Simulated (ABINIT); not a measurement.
Crystal: W.

```
CELL_PARAMETERS angstrom
-1.58234 1.58234 1.58234
1.58234 -1.58234 1.58234
1.58234 1.58234 -1.58234
ATOMIC_POSITIONS crystal
W 0.00000 0.00000 0.00000
```

Base run:

* Program: ABINIT 10.8.3 (patched build)
* Functional: r2SCAN
* Potentials or basis: JTH PAW PBE v2.0
* Cutoff: 517 eV
* k mesh: 12 × 12 × 12
* Occupations: fermi-dirac, width 0.05 eV
* Spin: no spin polarisation

Its results: band gap on the k mesh none (metal or under the smearing width); pressure 2.6 GPa.

**Question.** After a change of settings the same cell gave: band gap on the k mesh none (metal or under the smearing width); pressure 3.7 GPa. Which change was it?
A. k mesh from 12 × 12 × 12 to 7 × 7 × 7
B. functional from r2SCAN to SOGGA; cutoff from 517 eV to 435 eV; fine-grid cutoff from 1034.03 eV to 870.764 eV
C. functional from r2SCAN to BP86; cutoff from 517 eV to 435 eV; fine-grid cutoff from 1034.03 eV to 870.764 eV
D. k mesh from 12 × 12 × 12 to 5 × 5 × 5

**Answer.** A.

Caveats: some runs use coarse meshes; the PAW data sets were made with another functional, which shifts forces and pressure a little; spin-orbit coupling is left out, which moves the levels of the heavy elements (some runs).

The runs don't all hold the same shells in valence.
